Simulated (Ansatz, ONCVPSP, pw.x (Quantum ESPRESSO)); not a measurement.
**Mg (Z = 12): does the ONCV potential hold in the solid?**

Mg, optimised norm-conserving Vanderbilt (ONCV), made with ONCVPSP 4.0.1.1 (patched build) (PBE, scalar-relativistic). Core [Ne], reference 3s2. Waves: 3s: rc 2.40 bohr, ncon 4, nbas 9, qcut 3.3 1/bohr, 1 projector; p scattering state at 0.42 Ha: rc 2.25 bohr, ncon 3, nbas 7, qcut 4.3 1/bohr, 2 projectors, debl 2.5 Ha; d scattering state at 0.13 Ha: rc 2.45 bohr, ncon 3, nbas 7, qcut 3.3 1/bohr, 2 projectors, debl 2.2 Ha. Local part: polynomial inside 1.50 bohr (lpopt 2, dvloc0 3 Ha). Core correction: Teter function, fcfact 3.75, rcfact 1.3.

Atomic tests: cutoffs needed: 3.5 Ha and 5.0 Ha (the cutoffs (Ha) at which the residual kinetic energy of the hardest occupied pseudo-wave falls to 1 and 0.1 mHa per electron) The cutoffs count occupied waves only; projector 2 of the d channel, the hardest unoccupied one, needs 36 Ha at the loose tolerance.; ghost test: no bound ghost flagged; no localised positive-energy state flagged; configuration tests: 1 of 4 tests not solved or not reliable.

Crystal test: fcc Mg in pw.x 7.5, no spin, 13³ k-points, Fermi–Dirac smearing 0.01 Ry, cutoffs 50/200 Ry. The reference is all-electron LAPW (Ansatz 0.2.0) with the same functional, mesh and smearing; V0 and B0 come from Birch–Murnaghan fits to the pressures at five volumes. Errors are pseudo minus all-electron; Δ is the rms difference of the E(V) curves that follow from these fits, minima aligned, over ±6 % about the mean V0. Mesh and smearing are coarse, so the numbers serve the comparison and aren't converged zero-temperature values; the lattice is a test structure that the element need not adopt.

```json
{"V (Å³/atom)": "22.038", "P all-electron (GPa)": "1.91", "P pseudo (GPa)": "1.53"}
{"V (Å³/atom)": "22.618", "P all-electron (GPa)": "0.86", "P pseudo (GPa)": "0.50"}
{"V (Å³/atom)": "23.198", "P all-electron (GPa)": "-0.07", "P pseudo (GPa)": "-0.41"}
{"V (Å³/atom)": "23.778", "P all-electron (GPa)": "-0.88", "P pseudo (GPa)": "-1.21"}
{"V (Å³/atom)": "24.358", "P all-electron (GPa)": "-1.60", "P pseudo (GPa)": "-1.91"}
```

All-electron: a0 = 4.524 Å (V0 = 23.15 Å³/atom), B0 = 35.0 GPa.

Pseudopotential: mean pressure error (GPa): -0.34; a0 (Å): 4.510; a0 error (%): -0.32; B0 error (%): +2.0; Δ (meV/atom): 1.7. Atomic configuration tests: 1 of 4 tests not solved or not reliable.

At the middle volume, how do free energy and pressure move when the wave cutoff is lowered (ecutrho kept at four times it)?

| cutoff (Ry) | shift of F (meV/atom) | shift of P (GPa) |
| --- | --- | --- |
| 22 | +0.5 | +0.01 |
| 30 | +0.3 | +0.00 |
| 40 | +0.1 | +0.00 |

Input at the middle volume:

```
&control
  calculation='scf', prefix='x', pseudo_dir='./', outdir='./tmp', tstress=.true., disk_io='low'
/
&system
  ibrav=0, nat=1, ntyp=1, ecutwfc=50, ecutrho=200, nbnd=8,
  occupations='smearing', smearing='fd', degauss=0.01
/
&electrons
  conv_thr=1e-09, mixing_beta=0.4, electron_maxstep=70
/
ATOMIC_SPECIES
Mg 1.0 Mg.UPF
CELL_PARAMETERS angstrom
  0.00000000 2.26363734 2.26363734
  2.26363734 0.00000000 2.26363734
  2.26363734 2.26363734 0.00000000
ATOMIC_POSITIONS crystal
Mg 0.0000 0.0000 0.0000
K_POINTS automatic
13 13 13 0 0 0
```

```bash
pw.x < Mg.scf.in > Mg.scf.out
```

Lines of the output:

```
Message from routine setup:
     using ibrav=0 with symmetry is DISCOURAGED, use correct ibrav instead
     lattice parameter (alat)  =       6.0495  a.u.
     unit-cell volume          =     156.5479 (a.u.)^3
     number of electrons       =         2.00
     number of Kohn-Sham states=            8
     kinetic-energy cutoff     =      50.0000  Ry
     charge density cutoff     =     200.0000  Ry
     scf convergence threshold =      1.0E-09
     Exchange-correlation= PBE
     number of k points=    84  Fermi-Dirac smearing, width (Ry)=  0.0100
     iteration #  1     ecut=    50.00 Ry     beta= 0.40
     total energy              =      -1.98646958 Ry
     estimated scf accuracy    <       0.00381340 Ry
     iteration #  2     ecut=    50.00 Ry     beta= 0.40
     total energy              =      -1.98627071 Ry
     estimated scf accuracy    <       0.00134076 Ry
     iteration #  3     ecut=    50.00 Ry     beta= 0.40
     total energy              =      -1.98628085 Ry
     estimated scf accuracy    <       0.00000091 Ry
     iteration #  4     ecut=    50.00 Ry     beta= 0.40
     total energy              =      -1.98628101 Ry
     estimated scf accuracy    <       0.00000008 Ry
     iteration #  5     ecut=    50.00 Ry     beta= 0.40
     the Fermi energy is     3.5301 ev
!    total energy              =      -1.98628101 Ry
     estimated scf accuracy    <          3.4E-10 Ry
     smearing contrib. (-TS)   =      -0.00202465 Ry
     The total energy is F=E-TS. E is the sum of the following terms:
     one-electron contribution =       1.26460018 Ry
     hartree contribution      =       0.00408129 Ry
     xc contribution           =      -1.10930422 Ry
     ewald contribution        =      -2.14363362 Ry
     convergence has been achieved in   5 iterations
          total   stress  (Ry/bohr**3)                   (kbar)     P=       -4.06
```

The run at the middle volume (84 k-points, 5 iterations) took about 6 s on one core of a shared host (Intel(R) Xeon(R) Platinum 8488C, 96 threads, 372 GiB, load 30).
